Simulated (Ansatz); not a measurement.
The system is SnO.

```
Sn O
1.0
     3.81370    0.00000    0.00000
     0.00000    3.81370    0.00000
     0.00000    0.00000    4.88691
Sn O
2 2
Cartesian
  1.9068 0.0000 3.7367
  0.0000 1.9068 1.1503
  0.0000 0.0000 0.0000
  1.9068 1.9068 0.0000
```

The cell is a database's computed one.

- Program: Ansatz 0.2.0
- Task: relaxation of cell and atoms
- Functional: PBEsol
- Dispersion: D3(BJ)
- Potentials or basis: Ansatz PAW
- Cutoff: 420 eV (not typed: the program's choice for these potentials)
- k mesh: 7 × 7 × 6
- Occupations: fermi-dirac, width 0.05 eV
- Spin: no spin polarisation

At the start: volume 17.77 Å³/atom.

Q: How do energy, volume and symmetry change on relaxing?

A: It ends after 8 steps and the volume is 16.20 Å³/atom (-8.8 %); space group P4/nmm (No. 129, to 0.05 Å).

Step by step:
```tsv
step	energy change (eV)	largest force (eV/Å)	volume (Å³)
1	0.0000	0.0791	71.08
2	-0.0638	0.4112	65.15
3	-0.0710	0.3100	64.81
4	-0.0768	0.0095	65.37
5	-0.0775	0.0054	65.21
6	-0.0660	0.0019	65.21
7	-0.0678	0.0003	64.82
8	-0.0666	0.0008	64.82
```

Final structure:
```
Sn O
1.0
     3.77036    0.00000    0.00000
     0.00000    3.77036    0.00000
     0.00000    0.00000    4.55960
Sn O
2 2
Direct
  0.50000 0.00000 0.74659
  0.00000 0.50000 0.25341
  0.00000 0.00000 0.00000
  0.50000 0.50000 0.00000
```

Caveat: the plane-wave basis is chosen anew once the cell has moved, so the energies of steps on either side of that aren't comparable; the pressure holds a Pulay correction of +0.5 GPa for the finite cutoff; the PAW data sets come from PBE, with cores solved anew for the run's functional, which leaves a small shift of forces and pressure.
